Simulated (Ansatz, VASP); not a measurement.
**One calculation of AgCl, two programs**

```
CELL_PARAMETERS angstrom
3.43397 0.00000 0.00000
0.00000 3.43397 0.00000
0.00000 0.00000 3.43397
ATOMIC_POSITIONS crystal
Ag 0.00000 0.00000 0.00000
Cl 0.50000 0.50000 0.50000
```

Measurements of this composition are mostly on another form, of space group No. 225.

Alike in both runs: task single point; functional PBE; k mesh 6 × 6 × 6; occupations gaussian, width 0.1 eV; no spin polarisation.

|  | VASP | Ansatz |
| --- | --- | --- |
| version | VASP 6.6.1 | Ansatz 0.2.0 |
| potentials or method | VASP PAW PBE potentials, release 64 (Ag, Cl) | scalar-relativistic, plane waves, PAW |
| plane-wave cutoff (eV) | 520 | 420 |
| valence electrons in the cell | 18 | 26 |

|  | VASP | Ansatz | Ansatz less VASP |
| --- | --- | --- | --- |
| gap on the k mesh at the Fermi level (eV) | 0.57 | 0.57 | 0.000 |
| least direct gap on the mesh (eV) | 2.07 | 2.07 | -0.001 |
| pressure (GPa) | -0.2 | -0.1 | +0.14 |

The two sets of potentials don't hold the same shells in valence.

A k mesh can miss the band edges.
